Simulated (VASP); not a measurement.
# Zr3S2 (R32) in VASP: notebook

The runs below take Zr3S2 through single point, equation of state, with PBEsol, PBE.

Everything below comes from runs of VASP 6.6.1. Logs are shortened: lines on timing, memory, paths and dates and some standing lists are left out, and cuts for length are marked.

### Step 1. The structure

Symmetry: R32, No. 155, trigonal system. The conventional cell has a = 5.805 Å, b = 5.805 Å, c = 10.463 Å, α = 90.00°, β = 90.00°, γ = 120.00°. Zr (site symmetry 2) has 4 S at 2.61 to 2.62 Å as nearest neighbours. S (site symmetry 3) has 6 Zr at 2.61 to 2.62 Å as nearest neighbours.

The cell comes from a database or a generator and needn't be the stable form of this composition.

### Step 2. Single point, PBEsol

Input file INCAR:

```
PREC     = Accurate       # precision mode
ENCUT    = 520            # plane-wave cutoff, eV
EDIFF    = 1E-7           # SCF threshold, eV
ISMEAR   = -1             # smearing method
SIGMA    = 0.05           # smearing width, eV
LREAL    = F              # projectors in reciprocal space
LASPH    = T              # aspherical terms in the spheres
NELM     = 80             # most SCF steps
ALGO     = Normal         # electronic algorithm
ISIF     = 2              # what is computed and relaxed
LWAVE    = F              # write WAVECAR
LCHARG   = F              # write CHGCAR
GGA      = PS             # functional
NBANDS   = 32             # bands
KPAR     = 2
```

Input file KPOINTS:

```
regular mesh
0
Gamma
  6 6 6
```

Input file POSCAR:

```
Zr3S2
1.0
    2.9025379727      1.6757810799      3.4877732718
   -2.9025379727      1.6757810799      3.4877732718
    0.0000000000     -3.3515621597      3.4877732718
Zr S
3 2
Direct
    0.8387270000      0.5000000000      0.1612730000
    0.5000000000      0.1612730000      0.8387270000
    0.1612730000      0.8387270000      0.5000000000
    0.6650230000      0.6650230000      0.6650230000
    0.3349770000      0.3349770000      0.3349770000
```

Potentials or basis: VASP PAW PBE potentials, release 64 (Zr_sv, S).

On the command line:

```bash
> cat potpaw_PBE.64/Zr_sv/POTCAR potpaw_PBE.64/S/POTCAR > POTCAR
> mpirun -np 2 vasp_std > vasp.out
```

OUTCAR:

```text
PREC = Accurate
   ENCUT = 520
   EDIFF = 1E-7
   ISMEAR = -1
   LREAL = F
   LASPH = T
   NELM = 80
   ISIF = 2
   GGA = PS

 ion  position               nearest neighbor table
   1  0.839  0.500  0.161-   4 2.61   5 2.61   4 2.62   5 2.62   3 3.32   3 3.32   2 3.32   2 3.32
                             2 3.41   3 3.41   3 3.49   2 3.49
   2  0.500  0.161  0.839-   5 2.61   4 2.61   5 2.62   4 2.62   3 3.32   3 3.32   1 3.32   1 3.32
                             1 3.41   3 3.41   3 3.49   1 3.49
   3  0.161  0.839  0.500-   4 2.61   5 2.61   4 2.62   5 2.62   2 3.32   1 3.32   1 3.32   2 3.32
                             1 3.41   2 3.41   1 3.49   2 3.49
   4  0.665  0.665  0.665-   1 2.61   2 2.61   3 2.61   1 2.62   3 2.62   2 2.62
   5  0.335  0.335  0.335-   2 2.61   1 2.61   3 2.61   2 2.62   3 2.62   1 2.62

  LATTYP: Found a trigonal (rhomboedric) cell.
 ALAT       =     4.8370994724
 COS(alpha) =     0.2798619160

  Lattice vectors:

 A1 = (   2.9025379727,   1.6757810799,   3.4877732718)
 A2 = (  -2.9025379727,   1.6757810799,   3.4877732718)
 A3 = (   0.0000000000,  -3.3515621597,   3.4877732718)

Analysis of symmetry for initial positions (statically):
=====================================================================
 Subroutine PRICEL returns:
 Original cell was already a primitive cell.

 Routine SETGRP: Setting up the symmetry group for a
 trigonal (rhombohedral) supercell.

 Subroutine GETGRP returns: Found  6 space group operations
 (whereof  6 operations were pure point group operations)
 out of a pool of 12 trial point group operations.

The static configuration has the point symmetry D_3 .

Analysis of symmetry for dynamics (positions and initial velocities):
=====================================================================
 Subroutine PRICEL returns:
 Original cell was already a primitive cell.

 Routine SETGRP: Setting up the symmetry group for a
 trigonal (rhombohedral) supercell.

 Subroutine GETGRP returns: Found  6 space group operations
 (whereof  6 operations were pure point group operations)
 out of a pool of 12 trial point group operations.

The dynamic configuration has the point symmetry D_3 .

 Subroutine INISYM returns: Found  6 space group operations
 (whereof  6 operations are pure point group operations),
 and found     1 'primitive' translations

----------------------------------------------------------------------------------------

                                     Primitive cell

  volume of cell :     101.7876

  direct lattice vectors                    reciprocal lattice vectors
     2.902537973  1.675781080  3.487773272     0.172263035  0.099456110  0.095571962
    -2.902537973  1.675781080  3.487773272    -0.172263035  0.099456110  0.095571962
     0.000000000 -3.351562160  3.487773272     0.000000000 -0.198912219  0.095571962

  length of vectors
     4.837099472  4.837099472  4.837099472     0.220680925  0.220680925  0.220680925

  position of ions in fractional coordinates (direct lattice)
     0.838727000  0.500000000  0.161273000
     0.500000000  0.161273000  0.838727000
     0.161273000  0.838727000  0.500000000
     0.665023000  0.665023000  0.665023000
     0.334977000  0.334977000  0.334977000

  ion indices of the primitive-cell ions
   primitive index   ion index
                 1           1
                 2           2
                 3           3
                 4           4
                 5           5

----------------------------------------------------------------------------------------

 KPOINTS: regular mesh

Automatic generation of k-mesh.
 Grid dimensions read from file:
 generate k-points for:    6    6    6

 Generating k-lattice:

  Cartesian coordinates                     Fractional coordinates (reciprocal lattice)
     0.028710506  0.016576018  0.015928660     0.166666667 -0.000000000  0.000000000
    -0.028710506  0.016576018  0.015928660    -0.000000000  0.166666667  0.000000000
     0.000000000 -0.033152037  0.015928660    -0.000000000 -0.000000000  0.166666667

  Length of vectors
     0.036780154  0.036780154  0.036780154

  Shift w.r.t. Gamma in fractional coordinates (k-lattice)
     0.000000000  0.000000000  0.000000000

 Subroutine IBZKPT returns following result:
 ===========================================

 Found     32 irreducible k-points:

 Following reciprocal coordinates:
            Coordinates               Weight
  0.000000  0.000000  0.000000      1.000000
  0.166667 -0.000000 -0.000000      6.000000
  0.333333 -0.000000 -0.000000      6.000000
  0.500000  0.000000 -0.000000      3.000000
  0.166667  0.166667 -0.000000      6.000000
  0.333333  0.166667  0.000000     12.000000
[... 16 lines left out ...]
  0.500000  0.500000  0.166667      6.000000
 -0.333333  0.500000  0.166667     12.000000
 [... further k-points ...]
   k-points           NKPTS =     32   k-points in BZ     NKDIM =     32   number of bands    NBANDS=     32
   number of dos      NEDOS =    301   number of ions     NIONS =      5
   total plane-waves  NPLWV =  46656
   dimension x,y,z NGX =    36 NGY =   36 NGZ =   36
   dimension x,y,z NGXF=    72 NGYF=   72 NGZF=   72
   ions per type =               3   2
   NGX,Y,Z   is equivalent  to a cutoff of  12.37, 12.37, 12.37 a.u.
   NGXF,Y,Z  is equivalent  to a cutoff of  24.75, 24.75, 24.75 a.u.
 SYSTEM =  unknown system
   PREC   = accura    normal or accurate (medium, high low for compatibility)
   ISTART =      0    job   : 0-new  1-cont  2-samecut
   ICHARG =      2    charge: 1-file 2-atom 10-const
   ISPIN  =      1    spin polarized calculation?
   LNONCOLLINEAR =      F non collinear calculations
   LSORBIT =      F    spin-orbit coupling
   LASPH  =      T    aspherical Exc in radial PAW
   ENCUT  =  520.0 eV  38.22 Ry    6.18 a.u.   8.99  8.99  8.99*2*pi/ulx,y,z
   NELM   =     80;   NELMIN=  2; NELMDL= -5     # of ELM steps
   EDIFF  = 0.1E-06   stopping-criterion for ELM
   LREAL  =      F    real-space projection
   EDIFFG = 0.1E-05   stopping-criterion for IOM
   NSW    =      0    number of steps for IOM
   IBRION =     -1    ionic relax: 0-MD 1-quasi-New 2-CG
   NFREE  =      0    steps in history (QN), initial steepest desc. (CG)
   ISIF   =      2    stress and relaxation
   ISYM   =      2    0-nonsym 1-usesym 2-fastsym
   POTIM  = 0.5000    time-step for ionic-motion
   TEBEG  =    0.0;   TEEND  =   0.0 temperature during run
   PSTRESS=    0.0 pullay stress
   NELECT =      48.0000    total number of electrons
   NUPDOWN=      -1.0000    fix difference up-down
   EMIN   =  10.00;   EMAX   =-10.00  energy-range for DOS
   EFERMI =   0.00;   METHOD = LEGACY
   ISMEAR =    -1;   SIGMA  =   0.05  broadening in eV -4-tet -1-fermi 0-gaus
   EFERMI_NEDOS =   21; number of points for ismear=-14 and -15
   IALGO  =     38    algorithm
   IMIX   =      4    mixing-type and parameters
     AMIX     =   0.40;   BMIX     =  1.00
     AMIX_MAG =   1.60;   BMIX_MAG =  1.00
  volume/ion in A,a.u.               =      20.36       137.38
  Fermi-wavevector in a.u.,A,eV,Ry     =   1.274257  2.407996 22.092199  1.623731
  Thomas-Fermi vector in A             =   2.407035
   LORBIT       =      0    0 simple, 1 ext, 2 COOP (PROOUT), +10 PAW based schemes
   GGA     = PS    functional components
   LHFCALC =     F    Hartree Fock is set to
   AEXX    =    0.0000 exact exchange contribution
   IVDW    =     0    specifies the selected vdW correction
   LEPSILON=     F    determine dielectric tensor
   LRPA    =     F    only Hartree local field effects (RPA)
 non-spin polarized calculation
  energy-cutoff  :      520.00
  volume of cell :      101.79
 maximum number of plane-waves:      2758
   NGX = 17   NGY = 17   NGZ = 17

 number of electron      47.9999998 magnetization

 Free energy of the ion-electron system (eV)
  ---------------------------------------------------
  ext. energy  EPLUGINS =         0.00000000
  ---------------------------------------------------
  free energy    TOTEN  =       -41.88199164 eV

  energy without entropy =      -41.86185671  energy(sigma->0) =      -41.87192418

 E-fermi :   8.7487     XC(G=0): -11.0428

 val. band max:        8.7327682364   @ k =   0.1667  -0.0000  -0.0000
 cond. band min:       8.7623951025   @ k =   0.5000   0.1667   0.1667
 fundamental gap:      0.0296268661
 Fermi energy:         8.7486849613

 k-point     1 :       0.0000    0.0000    0.0000
  band No.  band energies     occupation
      1     -40.2520      2.00000
      2     -40.1729      2.00000
      3     -40.1729      2.00000
      4     -18.4455      2.00000
      5     -18.4455      2.00000
      6     -18.4404      2.00000
[... 24 lines left out ...]
     31      12.0209      0.00000
     32      12.1892      0.00000

 k-point     2 :       0.1667   -0.0000   -0.0000
  band No.  band energies     occupation
      1     -40.2463      2.00000
      2     -40.1788      2.00000
      3     -40.1725      2.00000
      4     -18.4994      2.00000
      5     -18.4837      2.00000
      6     -18.4581      2.00000
[... 24 lines left out ...]
     31      12.1022      0.00000
     32      12.3599      0.00000

 k-point     3 :       0.3333   -0.0000   -0.0000
  band No.  band energies     occupation
      1     -40.2310      2.00000
      2     -40.1920      2.00000
      3     -40.1744      2.00000
      4     -18.5300      2.00000
      5     -18.5222      2.00000
      6     -18.4596      2.00000
[... 24 lines left out ...]
     31      12.0942      0.00000
     32      12.3532      0.00000

 k-point     4 :       0.5000    0.0000   -0.0000
  band No.  band energies     occupation
      1     -40.2129      2.00000
      2     -40.2091      2.00000
      3     -40.1754      2.00000
      4     -18.5468      2.00000
      5     -18.5289      2.00000
      6     -18.4175      2.00000
[... 654 lines left out ...]
     31      12.0800      0.00000
     32      12.1499      0.00000

 k-point    23 :       0.5000    0.5000    0.1667
  band No.  band energies     occupation
      1     -40.2163      2.00000
      2     -40.1915      2.00000
      3     -40.1886      2.00000
      4     -18.6419      2.00000
      5     -18.5598      2.00000
      6     -18.4325      2.00000
[... 24 lines left out ...]
     31      11.7637      0.00000
     32      11.9653      0.00000

 k-point    24 :      -0.3333    0.5000    0.1667
  band No.  band energies     occupation
      1     -40.2044      2.00000
      2     -40.1980      2.00000
      3     -40.1943      2.00000
      4     -18.6247      2.00000
      5     -18.5505      2.00000
      6     -18.4314      2.00000
[... 24 lines left out ...]
     31      11.7389      0.00000
     32      12.1450      0.00000

 [... further k-points ...]
[... 5 lines left out ...]
  --------------------------------------------------------------------------------------
  -------------------------------------------------------------------------------------
  Total       -3.0839310     -3.0839310     -3.2946740      0.0000000     -0.0000000      0.0000000
  in kB      -48.5423213    -48.5423213    -51.8595015      0.0000000     -0.0000000      0.0000000
  external PRESSURE =     -49.6480480 kB  Pullay stress =       0.0000000 kB

 VOLUME and BASIS-vectors are now :
 -----------------------------------------------------------------------------
  energy-cutoff  :      520.00
  volume of cell :      101.79
      direct lattice vectors                 reciprocal lattice vectors
     2.902537973  1.675781080  3.487773272     0.172263035  0.099456110  0.095571962
    -2.902537973  1.675781080  3.487773272    -0.172263035  0.099456110  0.095571962
     0.000000000 -3.351562160  3.487773272     0.000000000 -0.198912219  0.095571962

 POSITION                                       TOTAL-FORCE (eV/Angst)
 -----------------------------------------------------------------------------------
      0.98317      1.70290      5.23166        -0.063160     -0.109396      0.000000
      0.98317     -1.70290      5.23166        -0.063160      0.109396      0.000000
     -1.96634      0.00000      5.23166         0.126319     -0.000000     -0.000000
      0.00000      0.00000      6.95835         0.000000     -0.000000     -0.012560
      0.00000      0.00000      3.50497         0.000000      0.000000      0.012560
 -----------------------------------------------------------------------------------
    total drift:                               -0.000000      0.000000      0.000000

  FREE ENERGIE OF THE ION-ELECTRON SYSTEM (eV)
  ---------------------------------------------------
  free  energy   TOTEN  =       -41.8819916447 eV

  energy  without entropy=      -41.8618567099  energy(sigma->0) =      -41.87192418
```

Wall time 40 s (2 MPI ranks of Intel Xeon Platinum 8488C (Sapphire Rapids), shared host); peak memory 0.23 GiB.

What came out:

| Quantity | Value |
| --- | --- |
| Free energy | -41.8820 eV |
| Pressure | -5.0 GPa |
| Largest force | 0.126 eV/Å |
| Band gap on the k mesh | none (metal or under the smearing width) |

Forces on the atoms (eV/Å):
```
Zr  -0.063 -0.109  0.000
Zr  -0.063  0.109  0.000
Zr   0.126  0.000  0.000
S    0.000  0.000 -0.013
S    0.000  0.000  0.013
```

Caveat: the PAW data sets were made with another functional, which shifts forces and pressure a little.

### Step 3. Equation of state, PBEsol, 19.14 Å³/atom (volume scaled by 0.94)

INCAR is that of step 2.

KPOINTS is that of step 2.

POSCAR, as its differences from that of step 2:

```diff
@@ -2,5 +2,5 @@
 1.0
-    2.9025379727      1.6757810799      3.4877732718
-   -2.9025379727      1.6757810799      3.4877732718
-    0.0000000000     -3.3515621597      3.4877732718
+    2.8432858781      1.6415718671      3.4165742474
+   -2.8432858781      1.6415718671      3.4165742474
+    0.0000000000     -3.2831437341      3.4165742474
 Zr S
```

Potentials or basis: VASP PAW PBE potentials, release 64 (Zr_sv, S).

On the command line:

```bash
> cat potpaw_PBE.64/Zr_sv/POTCAR potpaw_PBE.64/S/POTCAR > POTCAR
> mpirun -np 2 vasp_std > vasp.out
```

It took 42 s on 2 MPI ranks of Intel Xeon Platinum 8488C (Sapphire Rapids), shared host; peak memory 0.23 GiB.

The run converged. Its results:

* Free energy: -41.9274 eV
* Pressure: 2.8 GPa
* Largest force: 0.042 eV/Å
* Band gap on the k mesh: none (metal or under the smearing width)

Caveat: the PAW data sets were made with another functional, which shifts forces and pressure a little.

### Step 4. Equation of state, PBEsol, 19.54 Å³/atom (volume scaled by 0.96)

INCAR is that of step 3.

KPOINTS is that of step 3.

POSCAR, as its differences from that of step 3:

```diff
@@ -2,5 +2,5 @@
 1.0
-    2.8432858781      1.6415718671      3.4165742474
-   -2.8432858781      1.6415718671      3.4165742474
-    0.0000000000     -3.2831437341      3.4165742474
+    2.8633096778      1.6531326133      3.4406354222
+   -2.8633096778      1.6531326133      3.4406354222
+    0.0000000000     -3.3062652264      3.4406354222
 Zr S
```

On the command line:

```bash
> cat potpaw_PBE.64/Zr_sv/POTCAR potpaw_PBE.64/S/POTCAR > POTCAR
> mpirun -np 2 vasp_std > vasp.out
```

Run time: 42 s. Hardware: 2 MPI ranks of Intel Xeon Platinum 8488C (Sapphire Rapids), shared host; peak memory 0.23 GiB.

Results (log left out):

```
Free energy            : -41.9459 eV
Pressure               : 0.0 GPa
Largest force          : 0.029 eV/Å
Band gap on the k mesh : none (metal or under the smearing width)
```

Caveat: the PAW data sets were made with another functional, which shifts forces and pressure a little.

### Step 5. Equation of state, PBEsol, 19.95 Å³/atom (volume scaled by 0.98)

INCAR is that of step 4.

KPOINTS is that of step 4.

POSCAR, as its differences from that of step 4:

```diff
@@ -2,5 +2,5 @@
 1.0
-    2.8633096778      1.6531326133      3.4406354222
-   -2.8633096778      1.6531326133      3.4406354222
-    0.0000000000     -3.3062652264      3.4406354222
+    2.8830572651      1.6645338881      3.4643646922
+   -2.8830572651      1.6645338881      3.4643646922
+    0.0000000000     -3.3290677762      3.4643646922
 Zr S
```

On the command line:

```bash
> cat potpaw_PBE.64/Zr_sv/POTCAR potpaw_PBE.64/S/POTCAR > POTCAR
> mpirun -np 2 vasp_std > vasp.out
```

It took 41 s on 2 MPI ranks of Intel Xeon Platinum 8488C (Sapphire Rapids), shared host; peak memory 0.23 GiB.

Results (log left out):

```
Free energy            : -41.9296 eV
Pressure               : -2.6 GPa
Largest force          : 0.076 eV/Å
Band gap on the k mesh : none (metal or under the smearing width)
```

Caveat: the PAW data sets were made with another functional, which shifts forces and pressure a little.

### Step 6. Equation of state, PBEsol, 20.76 Å³/atom (volume scaled by 1.02)

INCAR is that of step 5.

KPOINTS is that of step 5.

POSCAR, as its differences from that of step 5:

```diff
@@ -2,5 +2,5 @@
 1.0
-    2.8830572651      1.6645338881      3.4643646922
-   -2.8830572651      1.6645338881      3.4643646922
-    0.0000000000     -3.3290677762      3.4643646922
+    2.9217606387      1.6868792913      3.5108717812
+   -2.9217606387      1.6868792913      3.5108717812
+    0.0000000000     -3.3737585825      3.5108717812
 Zr S
```

Potentials or basis: VASP PAW PBE potentials, release 64 (Zr_sv, S).

On the command line:

```bash
> cat potpaw_PBE.64/Zr_sv/POTCAR potpaw_PBE.64/S/POTCAR > POTCAR
> mpirun -np 2 vasp_std > vasp.out
```

Run time: 41 s. Hardware: 2 MPI ranks of Intel Xeon Platinum 8488C (Sapphire Rapids), shared host; peak memory 0.24 GiB.

It converged, with:

```yaml
Free_energy: -41.8064 eV
Pressure: -7.0 GPa
Largest_force: 0.171 eV/Å
Band_gap_on_the_k_mesh: none (metal or under the smearing width)
```

Caveat: the PAW data sets were made with another functional, which shifts forces and pressure a little.

### Step 7. Equation of state, PBEsol, 21.17 Å³/atom (volume scaled by 1.04)

INCAR is that of step 6.

KPOINTS is that of step 6.

POSCAR, as its differences from that of step 6:

```diff
@@ -2,5 +2,5 @@
 1.0
-    2.9217606387      1.6868792913      3.5108717812
-   -2.9217606387      1.6868792913      3.5108717812
-    0.0000000000     -3.3737585825      3.5108717812
+    2.9407336420      1.6978333598      3.5336702887
+   -2.9407336420      1.6978333598      3.5336702887
+    0.0000000000     -3.3956667196      3.5336702887
 Zr S
```

On the command line:

```bash
> cat potpaw_PBE.64/Zr_sv/POTCAR potpaw_PBE.64/S/POTCAR > POTCAR
> mpirun -np 2 vasp_std > vasp.out
```

Wall time 42 s (2 MPI ranks of Intel Xeon Platinum 8488C (Sapphire Rapids), shared host); peak memory 0.24 GiB.

It converged, with:

| Property | Result |
| --- | --- |
| Free energy | -41.7058 eV |
| Pressure | -8.9 GPa |
| Largest force | 0.212 eV/Å |
| Band gap on the k mesh | none (metal or under the smearing width) |

Caveat: the PAW data sets were made with another functional, which shifts forces and pressure a little.

### Step 8. Equation of state, PBEsol, 21.58 Å³/atom (volume scaled by 1.06)

INCAR is that of step 7.

KPOINTS is that of step 7.

POSCAR, as its differences from that of step 7:

```diff
@@ -2,5 +2,5 @@
 1.0
-    2.9407336420      1.6978333598      3.5336702887
-   -2.9407336420      1.6978333598      3.5336702887
-    0.0000000000     -3.3956667196      3.5336702887
+    2.9594649345      1.7086478766      3.5561783496
+   -2.9594649345      1.7086478766      3.5561783496
+    0.0000000000     -3.4172957532      3.5561783496
 Zr S
```

On the command line:

```bash
> cat potpaw_PBE.64/Zr_sv/POTCAR potpaw_PBE.64/S/POTCAR > POTCAR
> mpirun -np 2 vasp_std > vasp.out
```

It took 54 s on 2 MPI ranks of Intel Xeon Platinum 8488C (Sapphire Rapids), shared host; peak memory 0.27 GiB.

It converged, with:

```
Free energy            : -41.5827 eV
Pressure               : -10.6 GPa
Largest force          : 0.248 eV/Å
Band gap on the k mesh : none (metal or under the smearing width)
```

Caveat: the PAW data sets were made with another functional, which shifts forces and pressure a little.

(Continued in part 2 of 2.)
